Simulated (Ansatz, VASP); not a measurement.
# Two plane-wave programs on Pd

The input INCAR:

```
SYSTEM = Pd
PREC     = Accurate       ! precision mode
ENCUT    = 520            ! plane-wave cutoff, eV
EDIFF    = 1E-7           ! SCF threshold, eV
ISMEAR   = 1              ! smearing method
SIGMA    = 0.1            ! smearing width, eV
LREAL    = .False.        ! projectors in reciprocal space
LASPH    = .True.         ! aspherical terms in the spheres
NELM     = 80             ! most SCF steps
ALGO     = Normal         ! electronic algorithm
ISIF     = 2              ! what is computed and relaxed
LWAVE    = .False.        ! write WAVECAR
LCHARG   = .True.         ! write CHGCAR
GGA      = PS             ! functional
LELF     = .True.         ! ELF
LVHAR    = .True.       
NBANDS   = 28             ! bands
```

The input KPOINTS:

```
Automatic mesh
0
Gamma
  10 10 3
  0 0 0
```

File POSCAR:

```
Pd
1.0
    2.7869030075      0.0000000000      0.0000000000
   -1.3934515038      2.4135289320      0.0000000000
    0.0000000000      0.0000000000      9.1987364129
Pd
4
Direct
    0.0000000000      0.0000000000      0.0000000000
    0.3333333333      0.6666666667      0.2500000000
    0.0000000000      0.0000000000      0.5000000000
    0.6666666667      0.3333333333      0.7500000000
```

Input for Ansatz:

```yaml
crystal:
  lattice:
    - [2.786903007501876, 0.0, 0.0]
    - [-1.393451503750938, 2.413528931982289, 0.0]
    - [0.0, 0.0, 9.198736412861345]
  atoms:
    - { symbol: Pd, position: [0.0, 0.0, 0.0] }
    - { symbol: Pd, position: [0.3333333333333333, 0.6666666666666666, 0.25] }
    - { symbol: Pd, position: [0.0, 0.0, 0.5] }
    - { symbol: Pd, position: [0.6666666666666666, 0.3333333333333333, 0.75] }
basis:
  ecutwfc: 510.0
kpoints:
  mp_grid:
    grid: [10, 10, 3]
hamiltonian:
  xc: pbesol
scf:
  occupations:
    method: methfessel_paxton
    width: 0.1
output:
  stress: true
```

This isn't the form of Pd at room conditions, which is fcc.

Alike in both runs: task single point; functional PBEsol; k mesh 10 × 10 × 3; occupations methfessel-paxton of order 1, width 0.1 eV; no spin polarisation.

|  | VASP | Ansatz |
| --- | --- | --- |
| version | VASP 6.6.1 | Ansatz 0.2.0 |
| potentials or method | VASP PAW PBE potentials, release 64 (Pd) | plane waves, PAW |
| plane-wave cutoff (eV) | 520 | 510 |
| valence electrons in the cell | 40 | 72 |

Ansatz gave:

```
pressure (GPa)                                  : -10.4
largest component of the traceless stress (GPa) : 0.61
```

Q: What did VASP give for the same quantities?

A: Pressure (GPa): -10.6; largest component of the traceless stress (GPa): 0.57.

The two sets of potentials don't hold the same shells in valence.

Caveats: the PAW data sets were made with another functional, which shifts forces and pressure a little (VASP).
